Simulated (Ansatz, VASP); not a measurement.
## One calculation of Pt, two programs

The input INCAR:

```
SYSTEM = Pt
PREC = Accurate ; ENCUT = 520
EDIFF = 1E-6 ; ISMEAR = -1
SIGMA = 0.05 ; LREAL = .False.
LASPH = .True. ; NELM = 60
ALGO = Normal ; ISIF = 2
LWAVE = .False. ; LCHARG = .False.
NBANDS = 11
```

The input KPOINTS:

```
regular mesh
0
Gamma
  12 12 12
  0 0 0
```

The input POSCAR:

```
Pt
1.0
   -1.6152910255      1.6152910255      1.6152910255
    1.6152910255     -1.6152910255      1.6152910255
    1.6152910255      1.6152910255     -1.6152910255
Pt
1
Direct
    0.0000000000      0.0000000000      0.0000000000
```

File input.yaml:

```yaml
crystal:
  lattice:
    - [-1.6152910255, 1.6152910255, 1.6152910255]
    - [1.6152910255, -1.6152910255, 1.6152910255]
    - [1.6152910255, 1.6152910255, -1.6152910255]
  atoms:
    - { symbol: Pt, position: [0.0, 0.0, 0.0] }
hamiltonian:
  xc: lda
  pseudopotentials: { kind: paw }
kpoints:
  mp_grid: { grid: [12, 12, 12] }
scf:
  occupations: { method: fermi_dirac, width: 0.05 }
output:
  forces: true
  stress: true
  eigenvalues: true
  write_density: true
  write_potential: true
  elf: true
  volumetric_format: npy
```

This isn't the form of Pt at room conditions, which is fcc.

Alike in both runs: task single point; functional LDA; k mesh 12 × 12 × 12; occupations fermi-dirac, width 0.05 eV; no spin polarisation.

|  | VASP | Ansatz |
| --- | --- | --- |
| version | VASP 6.6.1 | Ansatz 0.2.0 |
| potentials or method | VASP PAW LDA potentials, release 64 (Pt) | Ansatz PAW |
| plane-wave cutoff (eV) | 520 | 420 |
| valence electrons in the cell | 10 | 18 |

```tsv
	VASP	Ansatz	Ansatz less VASP
gap on the k mesh at the Fermi level (eV)	none	none	-
pressure (GPa)	-25.8	-26.3	-0.45
```

A gap of «none» marks a metal or a gap that the smearing closes. The two sets of potentials don't hold the same shells in valence.

Caveats: so large a pressure means that the cell lies far from this level's equilibrium, or that cutoff or potentials fall short (VASP); the PAW data sets come from PBE, with cores solved anew for the run's functional, which leaves a small shift of forces and pressure (Ansatz). Spin-orbit coupling is left out, which matters for the levels of Pt.
